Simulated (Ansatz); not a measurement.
The system is Rb.

```xyz
1
Lattice="-2.8025 2.8025 2.8025 2.8025 -2.8025 2.8025 2.8025 2.8025 -2.8025" Properties=species:S:1:pos:R:3 pbc="T T T"
Rb    0.0000    0.0000    0.0000
```

Program: Ansatz 0.2.0. Alike in all runs: cell as given. Hardware: 1 thread of Intel(R) Xeon(R) 6975P-C (Granite Rapids) (shared host).

**Question.** Order these runs on this cell by their wall time, lowest first.
A. task single point; level B3LYP5+D4; potentials or basis PseudoDojo standard (PBE files); spin off; k mesh 5 × 5 × 5; cutoff (eV) 630; smearing fermi-dirac 0.1 eV
B. task density of states; level r2SCANh+D4; potentials or basis Ansatz PAW; spin SOC, no magnetisation; k mesh 5 × 5 × 5; cutoff (eV) 500; smearing fermi-dirac 0.15 eV
C. task single point; level PBE; potentials or basis Ansatz PAW; spin collinear, ferromagnetic start; k mesh 7 × 7 × 7; cutoff (eV) 420; smearing gaussian 0.01 eV

**Answer.** C (1.9 s), A (33 s), B (100 s).

Not every run made on this cell is shown here.
